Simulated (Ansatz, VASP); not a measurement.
AlN in VASP and in Ansatz

File INCAR:

```
SYSTEM = AlN
  ALGO = Normal
  EDIFF = 1E-7
  EDIFFG = -0.01
  ENCUT = 600
  GGA = RE
  IBRION = 2
  ISIF = 3
  ISMEAR = -1
  IVDW = 13
  LASPH = .True.
  LCHARG = .False.
  LREAL = .False.
  LWAVE = .False.
  NELM = 80
  NSW = 40
  PREC = Accurate
  SIGMA = 0.05
```

The input KPOINTS:

```
k-points
0
Gamma
  11 11 11
  0 0 0
```

The input POSCAR:

```
AlN
1.0
    0.0000000000      2.0345180000      2.0345180000
    2.0345180000      0.0000000000      2.0345180000
    2.0345180000      2.0345180000      0.0000000000
Al N
1 1
Direct
    0.5000000000      0.5000000000      0.5000000000
    0.0000000000      0.0000000000      0.0000000000
```

File input.yaml:

```yaml
crystal:
  lattice:
    - [0.0, 2.034518, 2.034518]
    - [2.034518, 0.0, 2.034518]
    - [2.034518, 2.034518, 0.0]
  atoms:
    - { symbol: Al, position: [0.5, 0.5, 0.5] }
    - { symbol: "N", position: [0.0, 0.0, 0.0] }
hamiltonian:
  xc: revpbe
  pseudopotentials: { kind: paw }
  dispersion: d4
kpoints:
  mp_grid: { grid: [11, 11, 11] }
scf:
  occupations: { method: fermi_dirac, width: 0.05 }
output:
  forces: true
  stress: true
  eigenvalues: true
  write_density: true
  write_potential: true
  elf: true
  volumetric_format: npy
relax:
  f_tol: 0.01
  max_steps: 40
  cell: { stress_tol: 0.05 }
```

Measurements of this composition are mostly on another form, of space group No. 186.

Alike in both runs: task relaxation of cell and atoms; functional revPBE; dispersion D4; k mesh 11 × 11 × 11; occupations fermi-dirac, width 0.05 eV; no spin polarisation.

|  | VASP | Ansatz |
| --- | --- | --- |
| version | VASP 6.6.1 | Ansatz 0.2.0 |
| potentials or method | VASP PAW PBE potentials, release 64 (Al, N) | Ansatz PAW |
| plane-wave cutoff (eV) | 600 | 420 |
| valence electrons in the cell | 8 | 8 |

|  | VASP | Ansatz | Ansatz less VASP |
| --- | --- | --- | --- |
| gap on the k mesh at the Fermi level, each at its own relaxed structure (eV) | 5.07 | 5.07 | -0.003 |
| relaxed volume (Å³/atom) | 8.06 | 8.09 | +0.024 |
| relaxed cell length with the largest relative difference (Å) | 2.836 | 2.839 | +0.0028 |
| energy change over the relaxation (meV/atom) | -13 | -11 | +1.8 |

Caveats: the PAW data sets were made with another functional, which shifts forces and pressure a little (VASP); an odd mesh through Γ misses points on the zone boundary, where band edges often lie (VASP); odd divisions of the mesh miss points on the zone boundary, where band edges often lie, so the gap on the mesh can be too wide (Ansatz); the plane-wave basis is chosen anew once the cell has moved, so the energies of steps on either side of that aren't comparable (Ansatz); the pressure holds a Pulay correction of +0.5 GPa for the finite cutoff (Ansatz); the PAW data sets come from PBE, with cores solved anew for the run's functional, which leaves a small shift of forces and pressure (Ansatz). Expect the measured gap to be larger: semilocal functionals such as revPBE lack the derivative discontinuity.
